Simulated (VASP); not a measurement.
From VASP inputs to Ansatz: TePb (distorted zincblende)

INCAR

```
NELM = 120
LCHARG = .FALSE.
NSW = 0
EDIFF = 1E-7
LREAL = .FALSE.
GGA = PE
ISMEAR = -1
ENCUT = 520
NBANDS = 17
LWAVE = .FALSE.
LASPH = .TRUE.
PREC = Accurate
ISIF = 2
IBRION = -1
SIGMA = 0.02
```

KPOINTS

```
KPOINTS created by Atomic Simulation Environment
0
Gamma
6 6 6
0 0 0
```

POSCAR

```
Pb Te
 1.0000000000000000
    -0.0061000000000000    3.4476000000000000    3.6488999999999998
     3.6909000000000001   -0.0049000000000000    3.6476999999999999
     3.7200000000000002    3.4754999999999998   -0.0340000000000000
 Pb  Te
   1   1
Cartesian
  3.7244825600000002  0.0541013400000000  3.6450636200000002
  1.8555886399999999  1.7723271600000001  1.8579429999999999
```

VASP ran with the recommended PBE PAW datasets (20 valence electrons in the cell).

Write an Ansatz input for this cell and level of theory.



```yaml
crystal:
  lattice:
    - [-0.0061, 3.4476, 3.6489]
    - [3.6909, -0.0049, 3.6477]
    - [3.72, 3.4755, -0.034]
  atoms:
    - { symbol: Pb, position: [0.0037, 0.9957, 0.0133] }
    - { symbol: Te, position: [0.2614, 0.2502, 0.251] }
kpoints:
  mp_grid: { grid: [6, 6, 6] }
hamiltonian:
  xc: pbe
scf:
  occupations: { method: fermi_dirac, width: 0.02 }
  n_extra_bands: 4
output:
  forces: true
  stress: true
  eigenvalues: true
```

Other inputs would serve too.

```json
{"": "gap between bands v and c on the k mesh", "VASP": "0.47 eV", "Ansatz": "0.47 eV"}
{"": "least direct gap on the k mesh", "VASP": "1.16 eV", "Ansatz": "1.16 eV"}
{"": "pressure", "VASP": "1.2 GPa", "Ansatz": "1.2 GPa"}
{"": "largest force", "VASP": "0.24 eV/Å", "Ansatz": "0.24 eV/Å"}
```

Each program uses its own PAW datasets. VASP's cell holds 20 valence electrons and Ansatz's 30. Ansatz's stress includes a Pulay correction; VASP's doesn't.
